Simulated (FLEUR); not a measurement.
# MnS (Browneite): which magnetic order is lowest, part 2 of 2

Does MnS (Browneite) prefer parallel or opposed moments?

FLEUR MaX-R8.1; PBE with U = 3.3 eV, J = 0.9 eV on Mn d; all-electron FLAPW, Dirac cores, scalar-relativistic bands.

So far, largest spin moment in the muffin-tin sphere (μB): step 2 (run 1 (ferro +)) 4.67; step 3 (run 2 (antiferro q=(0,1/2,1/2) +-)) 4.51.

## 4. Order 3, typed as antiferro q=(0,0,1/2) +-

Another pattern of signs weighs the neighbour shells otherwise.

The cell is doubled to 4 atoms to hold this order. The mesh is halved along the doubled vector, so that both cells sample the same points. The k list default-1 (kpts.xml, not shown) is a Γ-centred 6×6×3 mesh.

File inp.xml:

```
<?xml version="1.0" encoding="UTF-8" standalone="no"?>
<fleurInput fleurInputVersion="0.39">
   <comment>
      MnS
   </comment>
   <calculationSetup>
      <cutoffs Kmax="4.26" Gmax="12.8" GmaxXC="12.8" numbands="0"/>
      <scfLoop itmax="130" minDistance="0.0001" maxIterBroyd="15" imix="Anderson" alpha="0.05" precondParam="0.0" spinf="2.0" sdNocoIR="T"/>
      <coreElectrons ctail="T" frcor="F" kcrel="0" coretail_lmax="0"/>
      <xcFunctional name="pbe" relativisticCorrections="F"/>
      <magnetism jspins="2"/>
      <soc l_soc="F" theta="0.0" phi="0.0" spav="F"/>
      <expertModes spex="0" secvar="F"/>
      <geometryOptimization l_f="F" forcealpha="1.0" forcemix="BFGS" epsdisp="0.00001" epsforce="0.00001"/>
      <ldaU l_linMix="F" mixParam="0.05" spinf="1.0"/>
   </calculationSetup>
   <cell>
      <bzIntegration valenceElectrons="42.0" mode="hist" fermiSmearingEnergy="0.00183747">
         <kPointListSelection listName="default-1"/>
         <xi:include xmlns:xi="http://www.w3.org/2001/XInclude" href="kpts.xml"> </xi:include>
      </bzIntegration>
      <xi:include xmlns:xi="http://www.w3.org/2001/XInclude" href="sym.xml"> </xi:include>
      <bulkLattice scale="1.0">
         <bravaisMatrix>
            <row-1>    0.0000000000000000     5.2912331488799991     5.2912331488799991</row-1>
            <row-2>    5.2912331488799991     0.0000000000000000     5.2912331488799991</row-2>
            <row-3>   10.5824662977599981    10.5824662977599981     0.0000000000000000</row-3>
         </bravaisMatrix>
      </bulkLattice>
   </cell>
   <atomSpecies>
      <species name="Manganese 4.500" element="Mn" atomicNumber="25">
         <mtSphere radius="2.7" gridPoints="893" logIncrement="0.014"/>
         <atomicCutoffs lmax="10" lnonsphr="8"/>
         <electronConfig flipSpins="F">
            <coreConfig>(1s1/2) (2s1/2) (2p1/2) (2p3/2)</coreConfig>
            <valenceConfig>(3s1/2) (3p1/2) (3p3/2) (4s1/2) (3d3/2) (3d5/2)</valenceConfig>
            <stateOccupation state="(3d3/2)" spinUp="1.75" spinDown="0.25"/>
            <stateOccupation state="(3d5/2)" spinUp="3.0" spinDown="0.0"/>
         </electronConfig>
         <energyParameters s="4" p="4" d="3" f="4"/>
         <ldaU l="2" U="3.3" J="0.9" l_amf="F"/>
         <lo type="SCLO" l="0" n="3" eDeriv="0"/>
         <lo type="SCLO" l="1" n="3" eDeriv="0"/>
      </species>
      <species name="Manganese -4.500" element="Mn" atomicNumber="25">
         <mtSphere radius="2.7" gridPoints="893" logIncrement="0.014"/>
         <atomicCutoffs lmax="10" lnonsphr="8"/>
         <electronConfig flipSpins="F">
            <coreConfig>(1s1/2) (2s1/2) (2p1/2) (2p3/2)</coreConfig>
            <valenceConfig>(3s1/2) (3p1/2) (3p3/2) (4s1/2) (3d3/2) (3d5/2)</valenceConfig>
            <stateOccupation state="(3d3/2)" spinUp="0.25" spinDown="1.75"/>
            <stateOccupation state="(3d5/2)" spinUp="0.0" spinDown="3.0"/>
         </electronConfig>
         <energyParameters s="4" p="4" d="3" f="4"/>
         <ldaU l="2" U="3.3" J="0.9" l_amf="F"/>
         <lo type="SCLO" l="0" n="3" eDeriv="0"/>
         <lo type="SCLO" l="1" n="3" eDeriv="0"/>
      </species>
      <species name="Sulfur (S)" element="S" atomicNumber="16">
         <mtSphere radius="1.76" gridPoints="583" logIncrement="0.02"/>
         <atomicCutoffs lmax="6" lnonsphr="4"/>
         <electronConfig flipSpins="F">
            <coreConfig>(1s1/2) (2s1/2) (2p1/2) (2p3/2)</coreConfig>
            <valenceConfig>(3s1/2) (3p1/2) (3p3/2)</valenceConfig>
            <stateOccupation state="(3p1/2)" spinUp="0.666667" spinDown="0.666667"/>
            <stateOccupation state="(3p3/2)" spinUp="1.333333" spinDown="1.333333"/>
         </electronConfig>
         <energyParameters s="3" p="3" d="3" f="4"/>
      </species>
   </atomSpecies>
   <atomGroups>
      <atomGroup species="Manganese 4.500">
         <relPos label="                   1">.0000000000 .0000000000 .0000000000</relPos>
         <force calculate="T" relaxXYZ="TTT"/>
      </atomGroup>
      <atomGroup species="Manganese -4.500">
         <relPos label="                   2">.0000000000 .0000000000 1.000/2.000</relPos>
         <force calculate="T" relaxXYZ="TTT"/>
      </atomGroup>
      <atomGroup species="Sulfur (S)">
         <relPos label="                   3">1.000/4.000 1.000/4.000 1.000/8.000</relPos>
         <force calculate="T" relaxXYZ="TTT"/>
      </atomGroup>
      <atomGroup species="Sulfur (S)">
         <relPos label="                   4">1.000/4.000 1.000/4.000 -3.000/8.000</relPos>
         <force calculate="T" relaxXYZ="TTT"/>
      </atomGroup>
   </atomGroups>
   <output dos="F" band="F" slice="F">
      <bandDOS minEnergy="-.5*Htr" maxEnergy="0.5*Htr" sigma="0.015" storeEVData="T"/>
      <plotting iplot="0" polar="F">
         <plot TwoD="T" vec1="  1.0  0.0  0.0" vec2="  0.0  1.0  0.0" vec3="  0.0  0.0  1.0" zero="  0.0  0.0  0.0" file="plot"/>
      </plotting>
      <moessbauerParams electricFieldGradient="F" isomerShift="F" coreHyperfine="F" valenceHyperfine="F"/>
   </output>
</fleurInput>
```

File crystal.txt:

```
MnS
&input film=F cartesian=F /
0.00000000000  2.80000000000  2.80000000000
2.80000000000  0.00000000000  2.80000000000
5.60000000000  5.60000000000  0.00000000000
1.8897261246
1.0 1.0 1.0

4
25 0.00000000000  0.00000000000  0.00000000000 : 4.500
25 0.00000000000  0.00000000000  0.50000000000 : -4.500
16 0.25000000000  0.25000000000  0.12500000000
16 0.25000000000  0.25000000000  0.62500000000

&kpt div1=6 div2=6 div3=3 gamma=T /
```

Run with:

```
OMP_NUM_THREADS=1 inpgen -f crystal.txt > inpgen.log  # inp.xml is then edited as shown
OMP_NUM_THREADS=1 mpirun -n 2 fleur_MPI > fleur.log
```

Log:

```text
[banner, memory and clock lines left out]
Welcome to FLEUR        (www.flapw.de)
      MaX-Release 8.1          (www.max-centre.eu)

 ========== k-point set info ==========
 Selected k-point list: default-1
 k-point list type: mesh
 6 x 6 x 3
 Number of k points: 34

 [... set-up left out ...]
 no density matrix found ... skipping LDA+U
 Reset of history
 Iteration:     1   Distance:       8.98775148 me/bohr^3
 Iteration:     2   Distance:       8.56286042 me/bohr^3
 Iteration:     3   Distance:       7.89223233 me/bohr^3
 Iteration:     4   Distance:       4.26206121 me/bohr^3
[...]
[... left out ...]
            <freeEnergy value="-3115.7414236872"/>
            <extrapolationTo0K value="-3115.7414236872"/>
         </totalEnergy>
         [... left out ...]
         <ldaUDensityMatrixConvergence>
            <distance spin="1" distance="0.000003"/>
            <distance spin="2" distance="0.000002"/>
         </ldaUDensityMatrixConvergence>
         <densityConvergence units="me/bohr^3">
            <chargeDensity spin="1" distance="0.0000440788"/>
            <chargeDensity spin="2" distance="0.0000398952"/>
            <overallChargeDensity distance="0.0000503922"/>
            <spinDensity distance="0.0000673035"/>
         </densityConvergence>
      </iteration>
```

Elapsed: 7.5 min, on 2 MPI ranks of Arm Neoverse V1, shared host; peak memory 0.43 GiB.

Spin moment in the muffin-tin sphere by atom:

```csv
atom,spin moment in the muffin-tin sphere (μB)
Mn1,4.55
Mn2,-4.55
S3,0.03
S4,-0.03
```

Read from the output:

```yaml
free_energy: -84783.6433 eV
program_s_band_gap_on_this_mesh_in_a_metal_only_a_level_spacing: 1.855 eV
magnetization: 0 μB
final_state: antiferromagnetic
```

It lies 120 meV a seeded atom under the first start, and its largest moment is 4.55 μB against 4.67 μB.

## 5. Start 4: no spin polarisation

A spinless run shows what the cell costs with no moments; under a U that can hold a penalty on part-filled orbitals beside the lost exchange.

The k list default-1 (kpts.xml, not shown) is a Γ-centred 6×6×6 mesh.

File inp.xml:

```
<?xml version="1.0" encoding="UTF-8" standalone="no"?>
<fleurInput fleurInputVersion="0.39">
   <comment>
      MnS
   </comment>
   <calculationSetup>
      <cutoffs Kmax="4.26" Gmax="12.8" GmaxXC="12.8" numbands="0"/>
      <scfLoop itmax="130" minDistance="0.0001" maxIterBroyd="15" imix="Anderson" alpha="0.05" precondParam="0.0" spinf="2.0" sdNocoIR="T"/>
      <coreElectrons ctail="T" frcor="F" kcrel="0" coretail_lmax="0"/>
      <xcFunctional name="pbe" relativisticCorrections="F"/>
      <magnetism jspins="1"/>
      <soc l_soc="F" theta="0.0" phi="0.0" spav="F"/>
      <expertModes spex="0" secvar="F"/>
      <geometryOptimization l_f="F" forcealpha="1.0" forcemix="BFGS" epsdisp="0.00001" epsforce="0.00001"/>
      <ldaU l_linMix="F" mixParam="0.05" spinf="1.0"/>
   </calculationSetup>
   <cell>
      <bzIntegration valenceElectrons="21.0" mode="hist" fermiSmearingEnergy="0.00183747">
         <kPointListSelection listName="default-1"/>
         <xi:include xmlns:xi="http://www.w3.org/2001/XInclude" href="kpts.xml"> </xi:include>
      </bzIntegration>
      <xi:include xmlns:xi="http://www.w3.org/2001/XInclude" href="sym.xml"> </xi:include>
      <bulkLattice scale="1.0">
         <bravaisMatrix>
            <row-1>    0.0000000000000000     5.2912331488799991     5.2912331488799991</row-1>
            <row-2>    5.2912331488799991     0.0000000000000000     5.2912331488799991</row-2>
            <row-3>    5.2912331488799991     5.2912331488799991     0.0000000000000000</row-3>
         </bravaisMatrix>
      </bulkLattice>
   </cell>
   <atomSpecies>
      <species name="Manganese (Mn)" element="Mn" atomicNumber="25">
         <mtSphere radius="2.7" gridPoints="893" logIncrement="0.014"/>
         <atomicCutoffs lmax="10" lnonsphr="8"/>
         <electronConfig flipSpins="F">
            <coreConfig>(1s1/2) (2s1/2) (2p1/2) (2p3/2)</coreConfig>
            <valenceConfig>(3s1/2) (3p1/2) (3p3/2) (4s1/2) (3d3/2) (3d5/2)</valenceConfig>
            <stateOccupation state="(3d3/2)" spinUp="1.000000" spinDown="1.000000"/>
            <stateOccupation state="(3d5/2)" spinUp="1.500000" spinDown="1.500000"/>
         </electronConfig>
         <energyParameters s="4" p="4" d="3" f="4"/>
         <ldaU l="2" U="3.3" J="0.9" l_amf="F"/>
         <lo type="SCLO" l="0" n="3" eDeriv="0"/>
         <lo type="SCLO" l="1" n="3" eDeriv="0"/>
      </species>
      <species name="Sulfur (S)" element="S" atomicNumber="16">
         <mtSphere radius="1.76" gridPoints="583" logIncrement="0.02"/>
         <atomicCutoffs lmax="6" lnonsphr="4"/>
         <electronConfig flipSpins="F">
            <coreConfig>(1s1/2) (2s1/2) (2p1/2) (2p3/2)</coreConfig>
            <valenceConfig>(3s1/2) (3p1/2) (3p3/2)</valenceConfig>
            <stateOccupation state="(3p1/2)" spinUp="0.666667" spinDown="0.666667"/>
            <stateOccupation state="(3p3/2)" spinUp="1.333333" spinDown="1.333333"/>
         </electronConfig>
         <energyParameters s="3" p="3" d="3" f="4"/>
      </species>
   </atomSpecies>
   <atomGroups>
      <atomGroup species="Manganese (Mn)">
         <relPos label="                   1">.0000000000 .0000000000 .0000000000</relPos>
         <force calculate="T" relaxXYZ="TTT"/>
      </atomGroup>
      <atomGroup species="Sulfur (S)">
         <relPos label="                   2">1.000/4.000 1.000/4.000 1.000/4.000</relPos>
         <force calculate="T" relaxXYZ="TTT"/>
      </atomGroup>
   </atomGroups>
   <output dos="F" band="F" slice="F">
      <bandDOS minEnergy="-.5*Htr" maxEnergy="0.5*Htr" sigma="0.015" storeEVData="T"/>
      <plotting iplot="0" polar="F">
         <plot TwoD="T" vec1="  1.0  0.0  0.0" vec2="  0.0  1.0  0.0" vec3="  0.0  0.0  1.0" zero="  0.0  0.0  0.0" file="plot"/>
      </plotting>
      <moessbauerParams electricFieldGradient="F" isomerShift="F" coreHyperfine="F" valenceHyperfine="F"/>
   </output>
</fleurInput>
```

File crystal.txt:

```
MnS
&input film=F cartesian=F /
0.00000000000  2.80000000000  2.80000000000
2.80000000000  0.00000000000  2.80000000000
2.80000000000  2.80000000000  0.00000000000
1.8897261246
1.0 1.0 1.0

2
25 0.00000000000  0.00000000000  0.00000000000
16 0.25000000000  0.25000000000  0.25000000000

&kpt div1=6 div2=6 div3=6 gamma=T /
```

Log:

```text
[banner, memory and clock lines left out]
Welcome to FLEUR        (www.flapw.de)
      MaX-Release 8.1          (www.max-centre.eu)

 ========== k-point set info ==========
 Selected k-point list: default-1
 k-point list type: mesh
 6 x 6 x 6
 Number of k points: 16

 [... set-up left out ...]
 no density matrix found ... skipping LDA+U
 Reset of history
 Iteration:     1   Distance:      16.43255639 me/bohr^3
 Iteration:     2   Distance:      23.23010372 me/bohr^3
 Iteration:     3   Distance:      22.15023129 me/bohr^3
 Iteration:     4   Distance:      14.73054040 me/bohr^3
[...]
<sumOfEigenvalues value="     -900.0512762256">
               <coreElectrons value="-885.1696281470"/>
               <valenceElectrons value="-14.8816480787"/>
            </sumOfEigenvalues>
         [... left out ...]
            <freeEnergy value="-1557.7451096165"/>
            <extrapolationTo0K value="-1557.7447401761"/>
         </totalEnergy>
         [... left out ...]
         <ldaUDensityMatrixConvergence>
            <distance spin="1" distance="0.000002"/>
         </ldaUDensityMatrixConvergence>
         <densityConvergence units="me/bohr^3">
            <chargeDensity spin="1" distance="0.0000674749"/>
         </densityConvergence>
      </iteration>
```

It took 24 s on 2 MPI ranks; peak memory 0.13 GiB; 47 s of CPU time.

Numbers from this step:

| Item | Value |
| --- | --- |
| free energy | -42388.4039 eV |
| program's band gap on this mesh (in a metal only a level spacing) | 0.03051 eV |
| final state | non-magnetic (no spin polarisation) |

It lies 3298 meV a seeded atom over the first start.

## 6. Another try

An input with a fault is tried, to see how the program answers.

File inp.xml:

```
<?xml version="1.0" encoding="UTF-8" standalone="no"?>
<fleurInput fleurInputVersion="0.39">
   <comment>
      MnS
   </comment>
   <calculationSetup>
      <cutoffs Kmax="4.26" Gmax="12.8" GmaxXC="12.8" numbands="0"/>
      <scfLoop itmax="60" minDistance="0.0001" maxIterBroyd="15" imix="Anderson" alpha="0.05" precondParam="0.0" spinf="2.0" sdNocoIR="T"/>
      <coreElectrons ctail="T" frcor="F" kcrel="0" coretail_lmax="0"/>
      <xcFunctional name="pbe" relativisticCorrections="F"/>
      <magnetism jspins="2"/>
      <soc l_soc="F" theta="0.0" phi="0.0" spav="F"/>
      <expertModes spex="0" secvar="F"/>
      <geometryOptimization l_f="F" forcealpha="1.0" forcemix="BFGS" epsdisp="0.00001" epsforce="0.00001"/>
      <ldaU l_linMix="F" mixParam="0.05" spinf="1.0"/>
   </calculationSetup>
   <cell>
      <bzIntegration valenceElectrons="21.0" mode="hist" fermiSmearingEnergy="0.00183747">
         <kPointListSelection listName="mesh"/>
         <xi:include xmlns:xi="http://www.w3.org/2001/XInclude" href="kpts.xml"> </xi:include>
      </bzIntegration>
      <xi:include xmlns:xi="http://www.w3.org/2001/XInclude" href="sym.xml"> </xi:include>
      <bulkLattice scale="1.0">
         <bravaisMatrix>
            <row-1>    0.0000000000000000     5.2912331488799991     5.2912331488799991</row-1>
            <row-2>    5.2912331488799991     0.0000000000000000     5.2912331488799991</row-2>
            <row-3>    5.2912331488799991     5.2912331488799991     0.0000000000000000</row-3>
         </bravaisMatrix>
      </bulkLattice>
   </cell>
   <atomSpecies>
      <species name="Manganese 4.500" element="Mn" atomicNumber="25">
         <mtSphere radius="2.7" gridPoints="893" logIncrement="0.014"/>
         <atomicCutoffs lmax="10" lnonsphr="8"/>
         <electronConfig flipSpins="F">
            <coreConfig>(1s1/2) (2s1/2) (2p1/2) (2p3/2)</coreConfig>
            <valenceConfig>(3s1/2) (3p1/2) (3p3/2) (4s1/2) (3d3/2) (3d5/2)</valenceConfig>
            <stateOccupation state="(3d3/2)" spinUp="1.75" spinDown="0.25"/>
            <stateOccupation state="(3d5/2)" spinUp="3.0" spinDown="0.0"/>
         </electronConfig>
         <energyParameters s="4" p="4" d="3" f="4"/>
         <ldaU l="2" U="3.3" J="0.9" l_amf="F"/>
         <lo type="SCLO" l="0" n="3" eDeriv="0"/>
         <lo type="SCLO" l="1" n="3" eDeriv="0"/>
      </species>
      <species name="Sulfur (S)" element="S" atomicNumber="16">
         <mtSphere radius="1.76" gridPoints="583" logIncrement="0.02"/>
         <atomicCutoffs lmax="6" lnonsphr="4"/>
         <electronConfig flipSpins="F">
            <coreConfig>(1s1/2) (2s1/2) (2p1/2) (2p3/2)</coreConfig>
            <valenceConfig>(3s1/2) (3p1/2) (3p3/2)</valenceConfig>
            <stateOccupation state="(3p1/2)" spinUp="0.666667" spinDown="0.666667"/>
            <stateOccupation state="(3p3/2)" spinUp="1.333333" spinDown="1.333333"/>
         </electronConfig>
         <energyParameters s="3" p="3" d="3" f="4"/>
      </species>
   </atomSpecies>
   <atomGroups>
      <atomGroup species="Manganese 4.500">
         <relPos label="                   1">.0000000000 .0000000000 .0000000000</relPos>
         <force calculate="T" relaxXYZ="TTT"/>
      </atomGroup>
      <atomGroup species="Sulfur (S)">
         <relPos label="                   2">1.000/4.000 1.000/4.000 1.000/4.000</relPos>
         <force calculate="T" relaxXYZ="TTT"/>
      </atomGroup>
   </atomGroups>
   <output dos="F" band="F" slice="F">
      <bandDOS minEnergy="-.5*Htr" maxEnergy="0.5*Htr" sigma="0.015" storeEVData="T"/>
      <plotting iplot="0" polar="F">
         <plot TwoD="T" vec1="  1.0  0.0  0.0" vec2="  0.0  1.0  0.0" vec3="  0.0  0.0  1.0" zero="  0.0  0.0  0.0" file="plot"/>
      </plotting>
      <moessbauerParams electricFieldGradient="F" isomerShift="F" coreHyperfine="F" valenceHyperfine="F"/>
   </output>
</fleurInput>
```

File crystal.txt:

```
MnS
&input film=F cartesian=F /
0.00000000000  2.80000000000  2.80000000000
2.80000000000  0.00000000000  2.80000000000
2.80000000000  2.80000000000  0.00000000000
1.8897261246
1.0 1.0 1.0

2
25 0.00000000000  0.00000000000  0.00000000000 : 4.500
16 0.25000000000  0.25000000000  0.25000000000

&kpt div1=6 div2=6 div3=6 gamma=T /
```

Run with:

```
OMP_NUM_THREADS=1 inpgen -f crystal.txt > inpgen.log  # inp.xml is then edited as shown
OMP_NUM_THREADS=2 fleur_MPI > fleur.log
```

Log:

```text
Welcome to FLEUR        (www.flapw.de)
      MaX-Release 8.1          (www.max-centre.eu)
**************FLEUR-Error*****************
Error message: No kPointList named: mesh found.
Error from PE:0/1
*****************************************
```

Run time: 2.5 s. Hardware: 1 MPI rank; peak memory 0.07 GiB.

The program refused the input before any cycle.

The program's message: “No kPointList named: mesh found.”

The fault in the input: a k list that isn't there.

listName must name a list in kpts.xml.

## 7. Energies of the orders

Free energies are divided by the number of seeded atoms, so that cells of unlike size compare. Wavevectors q in the names are fractions of the primitive cell's reciprocal vectors.

Orders:

```
                     start        final state  typed order kept  energy over the lowest (meV a seeded atom)  largest sphere moment (μB)  net moment (μB a primitive cell)  mesh matched  CPU time (s)
                   ferro +      ferromagnetic               yes                                       154.3                       4.672                                 5           yes         75.16
antiferro q=(0,1/2,1/2) +-  antiferromagnetic               yes                                           0                       4.509                                 0           yes         788.8
  antiferro q=(0,0,1/2) +-  antiferromagnetic               yes                                       34.82                       4.546                                 0           yes         900.6
      no spin polarisation       non-magnetic                 -                                        3453                           0                                 0           yes         47.09
```

## 8. Results

```yaml
lowest_state_found: antiferromagnetic (typed antiferro q=(0,1/2,1/2) +-)
largest_site_spin_moment: 4.51 μB
next_finished_state: antiferromagnetic, 34.8 meV a seeded atom higher
spinless_run_over_the_lowest_under_a_u_no_clean_measure_of_the_moments: 3453 meV a seeded atom
```

In words: The lowest state found is antiferromagnetic, reached from the start antiferro q=(0,1/2,1/2) +-, with moments up to 4.51 μB. The next finished state costs 35 meV a seeded atom. Under a U a spinless run can be left with part-filled orbitals, which the U penalises, or fall into a low-spin state, so its energy is no clean measure of what the moments gain. This is the lowest of 4 finished starts, no proof of the ground state.

[Logs and program files are shortened in this print: banners, set-up blocks, solver, clock and traceback lines can be left out without a mark of their own.]

[Logs are printed without paths, hosts, clocks, repeated set-up lines and the standing remarks that a program may print on its own settings, such as how far it seeks lower states.]

[Hosts, paths, dates, database ids (printed as entryN), source tags and the programs' standing remarks are cut or masked in the printed files.]

[Where a cell is said to come from a database of computed structures, the database is the Materials Project.]
